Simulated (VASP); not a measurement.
# Mo (Im-3m) in VASP: further runs

The runs below take Mo through single point, with PBE.

All numbers are computed with VASP 6.6.1; they aren't measurements. Logs are shortened: lines on timing, memory, paths and dates and some standing lists are left out, and cuts for length are marked.

## 1. Starting point

It takes space group Im-3m (No. 229, cubic). The conventional cell has a = 3.168 Å, b = 3.168 Å, c = 3.168 Å, α = 90.00°, β = 90.00°, γ = 90.00°. Mo (site symmetry m-3m) has 8 Mo at 2.74 Å as nearest neighbours.

## 2. Single point, PBE

Input file INCAR:

```
ADDGRID = F
ALGO = Normal
EDIFF = 1E-7
ENCUT = 450
GGA = PE
ISIF = 2
ISMEAR = 1
LASPH = T
LCHARG = F
LREAL = F
LWAVE = F
NBANDS = 13
NELM = 100
PREC = Accurate
SIGMA = 0.1
```

Input file KPOINTS:

```
k-points
0
Gamma
  11 11 11
```

Input file POSCAR:

```
Mo
1.0
   -1.5838089719      1.5838089719      1.5838089719
    1.5838089719     -1.5838089719      1.5838089719
    1.5838089719      1.5838089719     -1.5838089719
Mo
1
Direct
    0.0000000000      0.0000000000      0.0000000000
```

Potentials or basis: VASP PAW PBE potentials, release 64 (Mo_sv).

Started as:

```sh
$ cat potpaw_PBE.64/Mo_sv/POTCAR > POTCAR
$ mpirun -np 1 vasp_std > vasp.out
```

OUTCAR:

```text
EDIFF = 1E-7
   ENCUT = 450
   GGA = PE
   ISIF = 2
   ISMEAR = 1
   LASPH = T
   LREAL = F
   NELM = 100
   PREC = Accurate

 Found     56 irreducible k-points:

 Following reciprocal coordinates:
            Coordinates               Weight
  0.000000  0.000000  0.000000      1.000000
  0.090909  0.000000  0.000000     12.000000
  0.181818  0.000000  0.000000     12.000000
  0.272727  0.000000  0.000000     12.000000
  0.363636  0.000000  0.000000     12.000000
  0.454545  0.000000  0.000000     12.000000
   k-points           NKPTS =     56   k-points in BZ     NKDIM =     56   number of bands    NBANDS=     13
   number of dos      NEDOS =    301   number of ions     NIONS =      1
   total plane-waves  NPLWV =   8000
   dimension x,y,z NGX =    20 NGY =   20 NGZ =   20
   dimension x,y,z NGXF=    40 NGYF=   40 NGZF=   40
   ions per type =               1
   NGX,Y,Z   is equivalent  to a cutoff of  12.12, 12.12, 12.12 a.u.
   NGXF,Y,Z  is equivalent  to a cutoff of  24.24, 24.24, 24.24 a.u.
 SYSTEM =  unknown system
   PREC   = accura    normal or accurate (medium, high low for compatibility)
   ISTART =      0    job   : 0-new  1-cont  2-samecut
   ICHARG =      2    charge: 1-file 2-atom 10-const
   ISPIN  =      1    spin polarized calculation?
   LNONCOLLINEAR =      F non collinear calculations
   LSORBIT =      F    spin-orbit coupling
   LASPH  =      T    aspherical Exc in radial PAW
   ENCUT  =  450.0 eV  33.07 Ry    5.75 a.u.   4.74  4.74  4.74*2*pi/ulx,y,z
   NELM   =    100;   NELMIN=  2; NELMDL= -5     # of ELM steps
   EDIFF  = 0.1E-06   stopping-criterion for ELM
   LREAL  =      F    real-space projection
   EDIFFG = 0.1E-05   stopping-criterion for IOM
   NSW    =      0    number of steps for IOM
   IBRION =     -1    ionic relax: 0-MD 1-quasi-New 2-CG
   NFREE  =      0    steps in history (QN), initial steepest desc. (CG)
   ISIF   =      2    stress and relaxation
   ISYM   =      2    0-nonsym 1-usesym 2-fastsym
   POTIM  = 0.5000    time-step for ionic-motion
   TEBEG  =    0.0;   TEEND  =   0.0 temperature during run
   PSTRESS=    0.0 pullay stress
   NELECT =      14.0000    total number of electrons
   NUPDOWN=      -1.0000    fix difference up-down
   EMIN   =  10.00;   EMAX   =-10.00  energy-range for DOS
   EFERMI =   0.00;   METHOD = LEGACY
   ISMEAR =     1;   SIGMA  =   0.10  broadening in eV -4-tet -1-fermi 0-gaus
   EFERMI_NEDOS =   21; number of points for ismear=-14 and -15
   IALGO  =     38    algorithm
   IMIX   =      4    mixing-type and parameters
     AMIX     =   0.40;   BMIX     =  1.00
     AMIX_MAG =   1.60;   BMIX_MAG =  1.00
  volume/ion in A,a.u.               =      15.89       107.24
  Fermi-wavevector in a.u.,A,eV,Ry     =   1.569380  2.965698 33.510508  2.462953
  Thomas-Fermi vector in A             =   2.671271
   LORBIT       =      0    0 simple, 1 ext, 2 COOP (PROOUT), +10 PAW based schemes
   GGA     = PE    functional components
   LHFCALC =     F    Hartree Fock is set to
   AEXX    =    0.0000 exact exchange contribution
   IVDW    =     0    specifies the selected vdW correction
   LEPSILON=     F    determine dielectric tensor
   LRPA    =     F    only Hartree local field effects (RPA)
 non-spin polarized calculation
 Methfessel and Paxton  Order N= 1 SIGMA  =   0.10
  energy-cutoff  :      450.00
  volume of cell :       15.89
 maximum number of plane-waves:       370
   NGX =  9   NGY =  9   NGZ =  9

 number of electron      14.0000005 magnetization

 Free energy of the ion-electron system (eV)
  ---------------------------------------------------
  ext. energy  EPLUGINS =         0.00000000
  ---------------------------------------------------
  free energy    TOTEN  =       -10.90982393 eV

  energy without entropy =      -10.90810402  energy(sigma->0) =      -10.90925063

 E-fermi :  12.2219     XC(G=0): -13.2975

 val. band max:       12.2091335883   @ k =  -0.1818   0.1818   0.1818
 cond. band min:      12.2408552573   @ k =   0.3636   0.0909   0.0909
 fundamental gap:      0.0317216691
 Fermi energy:        12.2218771245

 k-point     1 :       0.0000    0.0000    0.0000
  band No.  band energies     occupation
      1     -48.9471      2.00000
      2     -22.2513      2.00000
      3     -22.2513      2.00000
      4     -22.2513      2.00000
      5       5.1491      2.00000
      6      10.9983      2.00000
      7      10.9983      2.00000
      8      10.9983      2.00000
      9      13.9629     -0.00000
     10      13.9629     -0.00000
     11      27.1363      0.00000
     12      27.1363      0.00000
     13      27.1363      0.00000

 k-point     2 :       0.0909    0.0000    0.0000
  band No.  band energies     occupation
      1     -48.9277      2.00000
      2     -22.3636      2.00000
      3     -22.2860      2.00000
      4     -22.2520      2.00000
      5       5.5028      2.00000
      6      10.8023      2.00000
      7      10.9595      2.00000
      8      11.3323      2.00000
      9      13.6970     -0.00000
     10      13.9701     -0.00000
     11      27.3827      0.00000
     12      27.7354      0.00000
     13      27.7851      0.00000

 k-point     3 :       0.1818    0.0000    0.0000
  band No.  band energies     occupation
      1     -48.8757      2.00000
      2     -22.6586      2.00000
      3     -22.3785      2.00000
      4     -22.2542      2.00000
      5       6.4107      2.00000
      6      10.3179      2.00000
      7      10.7874      2.00000
      8      12.2966      0.04972
      9      13.3823     -0.00000
     10      14.0217     -0.00000
     11      27.6191      0.00000
     12      28.7504      0.00000
     13      29.4089      0.00000

 k-point     4 :       0.2727    0.0000    0.0000
  band No.  band energies     occupation
      1     -48.8068      2.00000
      2     -23.0318      2.00000
      3     -22.4975      2.00000
      4     -22.2571      2.00000
      5       7.2565      2.00000
      6       9.7556      2.00000
      7      10.9121      2.00000
      8      13.5144     -0.00000
      9      13.7648     -0.00000
     10      14.1651     -0.00000
     11      26.7462      0.00000
     12      27.9155      0.00000
     13      31.8735      0.00000

 k-point     5 :       0.3636    0.0000    0.0000
  band No.  band energies     occupation
      1     -48.7428      2.00000
      2     -23.3630      2.00000
      3     -22.6048      2.00000
      4     -22.2599      2.00000
      5       7.3335      2.00000
      6       9.2936      2.00000
      7      12.1065      2.06922
      8      13.8828     -0.00000
      9      14.3864      0.00000
     10      15.4571      0.00000
     11      25.3177      0.00000
     12      25.7524      0.00000
     13      31.9760      0.00000

 k-point     6 :       0.4545    0.0000    0.0000
  band No.  band energies     occupation
      1     -48.7043      2.00000
      2     -23.5550      2.00000
      3     -22.6676      2.00000
      4     -22.2615      2.00000
      5       7.1383      2.00000
      6       9.0390      2.00000
      7      13.5319     -0.00000
      8      14.0800     -0.00000
      9      14.5698      0.00000
     10      16.7584      0.00000
     11      23.9964      0.00000
     12      24.3836      0.00000
     13      29.7940      0.00000

 [... further k-points ...]

------------------------ aborting loop because EDIFF is reached ----------------------------------------

  FORCE on cell =-STRESS in cart. coord.  units (eV):
  Direction    XX          YY          ZZ          XY          YZ          ZX
  --------------------------------------------------------------------------------------
  -------------------------------------------------------------------------------------
  Total       -0.0958779     -0.0958779     -0.0958779      0.0000000      0.0000000      0.0000000
  in kB       -9.6663123     -9.6663123     -9.6663123      0.0000000      0.0000000      0.0000000
  external PRESSURE =      -9.6663123 kB  Pullay stress =       0.0000000 kB

 VOLUME and BASIS-vectors are now :
 -----------------------------------------------------------------------------
  energy-cutoff  :      450.00
  volume of cell :       15.89
      direct lattice vectors                 reciprocal lattice vectors
    -1.583808972  1.583808972  1.583808972     0.000000000  0.315694638  0.315694638
     1.583808972 -1.583808972  1.583808972     0.315694638  0.000000000  0.315694638
     1.583808972  1.583808972 -1.583808972     0.315694638  0.315694638  0.000000000

 POSITION                                       TOTAL-FORCE (eV/Angst)
 -----------------------------------------------------------------------------------
      0.00000      0.00000      0.00000         0.000000      0.000000      0.000000
 -----------------------------------------------------------------------------------
    total drift:                                0.000000     -0.000000      0.000000

  FREE ENERGIE OF THE ION-ELECTRON SYSTEM (eV)
  ---------------------------------------------------
  free  energy   TOTEN  =       -10.9098239325 eV

  energy  without entropy=      -10.9081040201  energy(sigma->0) =      -10.90925063
```

Run time: 6.6 s. Hardware: 1 thread of Intel Xeon 6975P-C (Granite Rapids), shared host; peak memory 0.12 GiB.

The run converged, but some of its settings lie outside the range that counts as converged, so its numbers aren't taken as properties of the crystal.

What came out:

```yaml
Free_energy: -10.9098 eV
Pressure: -1.0 GPa
Band_gap_on_the_k_mesh: none (metal or under the smearing width)
```

## 3. Single point, PBE

INCAR is that of step 2.

KPOINTS is that of step 2.

Input file POSCAR:

```
Mo
1.0
   -1.6018940000      1.6123050000      1.5868230000
    1.5840600000     -1.5829550000      1.5396390000
    1.5998790000      1.5809390000     -1.5574730000
Mo
1
Direct
   -0.0100820000     -0.0008690000      0.0196120000
```

Potentials or basis: VASP PAW PBE potentials, release 64 (Mo_sv).

Started as:

```sh
$ cat potpaw_PBE.64/Mo_sv/POTCAR > POTCAR
$ mpirun -np 1 vasp_std > vasp.out
```

OUTCAR:

```text
EDIFF = 1E-7
   ENCUT = 450
   GGA = PE
   ISIF = 2
   ISMEAR = 1
   LASPH = T
   LREAL = F
   NELM = 100
   PREC = Accurate

 Found    666 irreducible k-points:

 Following reciprocal coordinates:
            Coordinates               Weight
  0.000000  0.000000  0.000000      1.000000
  0.090909 -0.000000  0.000000      2.000000
  0.181818 -0.000000  0.000000      2.000000
  0.272727 -0.000000  0.000000      2.000000
  0.363636  0.000000  0.000000      2.000000
  0.454545  0.000000  0.000000      2.000000
[... 171 lines left out ...]

------------------------ aborting loop because EDIFF is reached ----------------------------------------

  FORCE on cell =-STRESS in cart. coord.  units (eV):
  Direction    XX          YY          ZZ          XY          YZ          ZX
  --------------------------------------------------------------------------------------
  -------------------------------------------------------------------------------------
  Total       -0.1806554     -0.2504474      0.1813965      0.0178375     -0.0451007      0.0208510
  in kB      -18.2134801    -25.2498354     18.2881993      1.7983587     -4.5470049      2.1021753
  external PRESSURE =      -8.3917054 kB  Pullay stress =       0.0000000 kB

 VOLUME and BASIS-vectors are now :
 -----------------------------------------------------------------------------
  energy-cutoff  :      450.00
  volume of cell :       15.89
      direct lattice vectors                 reciprocal lattice vectors
    -1.601894000  1.612305000  1.586823000     0.001971750  0.310249238  0.316949110
     1.584060000 -1.582955000  1.539639000     0.315876418 -0.002757309  0.321678072
     1.599879000  1.580939000 -1.557473000     0.314268351  0.313370033 -0.001149142

 POSITION                                       TOTAL-FORCE (eV/Angst)
 -----------------------------------------------------------------------------------
      0.02832      0.04548      3.07858         0.000000      0.000000     -0.000000
 -----------------------------------------------------------------------------------
    total drift:                                0.000001      0.000000     -0.000005

  FREE ENERGIE OF THE ION-ELECTRON SYSTEM (eV)
  ---------------------------------------------------
  free  energy   TOTEN  =       -10.9071290916 eV

  energy  without entropy=      -10.9067214896  energy(sigma->0) =      -10.90699322
```

Run time: 43 s. Hardware: 1 thread of Intel Xeon 6975P-C (Granite Rapids), shared host; peak memory 0.21 GiB.

The run converged, but some of its settings lie outside the range that counts as converged, so its numbers aren't taken as properties of the crystal.

What came out:

| Item | Value |
| --- | --- |
| Free energy | -10.9071 eV |
| Pressure | -0.8 GPa |
| Band gap on the k mesh | none (metal or under the smearing width) |

## 4. Single point, PBE

INCAR: that of step 3 with these lines changed.

```diff
@@ -14,2 +14,2 @@
 PREC = Accurate
-SIGMA = 0.1
+SIGMA = 0.05
```

KPOINTS is that of step 3.

Input file POSCAR:

```
Mo
1.0
   -1.5838089719      1.5838089719      1.5838089719
    1.5838089719     -1.5838089719      1.5838089719
    1.5838089719      1.5838089719     -1.5838089719
Mo
1
Direct
    0.0000000000      0.0000000000      0.0000000000
```

Started as:

```sh
$ cat potpaw_PBE.64/Mo_sv/POTCAR > POTCAR
$ mpirun -np 1 vasp_std > vasp.out
```

Run time: 4.3 s. Hardware: 1 thread of Intel Xeon 6975P-C (Granite Rapids), shared host; peak memory 0.13 GiB.

These settings aren't checked as converged: the numbers below hold their error.

Results:

| Item | Value |
| --- | --- |
| Free energy | -10.9093 eV |
| Pressure | -1.1 GPa |
| Band gap on the k mesh | none (metal or under the smearing width) |

## 5. Single point, PBE

INCAR is that of step 4.

KPOINTS is that of step 4.

Input file POSCAR:

```
Mo
1.0
   -1.6018940000      1.6123050000      1.5868230000
    1.5840600000     -1.5829550000      1.5396390000
    1.5998790000      1.5809390000     -1.5574730000
Mo
1
Direct
   -0.0100820000     -0.0008690000      0.0196120000
```

Started as:

```sh
$ cat potpaw_PBE.64/Mo_sv/POTCAR > POTCAR
$ mpirun -np 1 vasp_std > vasp.out
```

It took 42 s on 1 thread of Intel Xeon 6975P-C (Granite Rapids), shared host; peak memory 0.21 GiB.

The run converged, but some of its settings lie outside the range that counts as converged, so its numbers aren't taken as properties of the crystal.

What came out:

```yaml
Free_energy: -10.9071 eV
Pressure: -0.8 GPa
Band_gap_on_the_k_mesh: none (metal or under the smearing width)
```

## 6. Single point, PBE

INCAR: that of step 5 with these lines changed.

```diff
@@ -14,2 +14,2 @@
 PREC = Accurate
-SIGMA = 0.05
+SIGMA = 0.02
```

KPOINTS is that of step 5.

Input file POSCAR:

```
Mo
1.0
   -1.5838089719      1.5838089719      1.5838089719
    1.5838089719     -1.5838089719      1.5838089719
    1.5838089719      1.5838089719     -1.5838089719
Mo
1
Direct
    0.0000000000      0.0000000000      0.0000000000
```

Potentials or basis: VASP PAW PBE potentials, release 64 (Mo_sv).

Started as:

```sh
$ cat potpaw_PBE.64/Mo_sv/POTCAR > POTCAR
$ mpirun -np 1 vasp_std > vasp.out
```

Run time: 5 s. Hardware: 1 thread of Intel Xeon 6975P-C (Granite Rapids), shared host; peak memory 0.13 GiB.

The run converged, but some of its settings lie outside the range that counts as converged, so its numbers aren't taken as properties of the crystal.

Results:

- Free energy: -10.9095 eV
- Pressure: -1.0 GPa
- Band gap on the k mesh: none (metal or under the smearing width)
